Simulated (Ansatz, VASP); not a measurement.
## Two plane-wave programs on HgSe (mix)

```
Hg Se
1.0
     0.00000    3.03900    3.03900
     3.03900    0.00000    3.03900
     3.03900    3.03900    0.00000
Hg Se
1 1
Direct
  0.00000 0.00000 0.00000
  0.25000 0.25000 0.25000
```

Alike in both runs: task relaxation of cell and atoms; functional PBE; k mesh 12 × 12 × 12; occupations gaussian, width 0.1 eV; no spin polarisation.

|  | VASP | Ansatz |
| --- | --- | --- |
| version | VASP 6.6.1 | Ansatz 0.2.0 |
| potentials or method | VASP PAW PBE potentials, release 64 (Hg, Se) | scalar-relativistic, plane waves, PAW |
| plane-wave cutoff (eV) | 600 | 420 |
| valence electrons in the cell | 18 | 36 |

|  | VASP | Ansatz | Ansatz less VASP |
| --- | --- | --- | --- |
| gap on the k mesh at the Fermi level, each at its own relaxed structure (eV) | none | none | - |
| relaxed volume (Å³/atom) | 30.81 | 30.67 | -0.137 |
| relaxed cell length with the largest relative difference (Å) | 4.433 | 4.427 | -0.0066 |
| energy change over the relaxation (meV/atom) | -39 | -35 | +4.3 |

A gap of «none» marks a metal or a gap that the smearing closes. The two sets of potentials don't hold the same shells in valence.

The runs have no spin-orbit coupling, so splittings on Hg are missing. Zero-point motion and thermal expansion aren't in these numbers. PBE usually gives volumes a little too large and moduli too small.
